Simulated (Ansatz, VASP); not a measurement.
# Si: VASP beside Ansatz

```xyz
4
Lattice="3.8200 0.0000 0.0000 -1.9100 3.3082 0.0000 0.0000 0.0000 6.3200" Properties=species:S:1:pos:R:3 pbc="T T T"
Si    0.0000    2.2055    0.0003
Si    1.9100    1.1027    3.1603
Si    0.0000    2.2055    2.3634
Si    1.9100    1.1027    5.5234
```

Alike in both runs: task single point; functional PBEsol; k mesh 9 × 9 × 6; no spin polarisation.

```csv
,VASP,Ansatz
version,VASP 6.6.1,Ansatz 0.2.0
potentials or method,"VASP PAW PBE potentials, release 64 (Si)","scalar-relativistic, plane waves, PAW"
plane-wave cutoff (eV),520,420
occupations,"gaussian, width 0.01 eV",fixed
valence electrons in the cell,16,16
```

VASP gave:

| Item | Value |
| --- | --- |
| gap on the k mesh at the Fermi level (eV) | 0.32 |
| least direct gap on the mesh (eV) | 0.98 |

Q: What did Ansatz give for the same quantities?

A: gap on the k mesh at the Fermi level (eV): 0.33; least direct gap on the mesh (eV): 0.98.

Ansatz warned: «pseudo_functional_mismatch».

Caveats: an odd mesh through Γ misses points on the zone boundary, where band edges often lie.
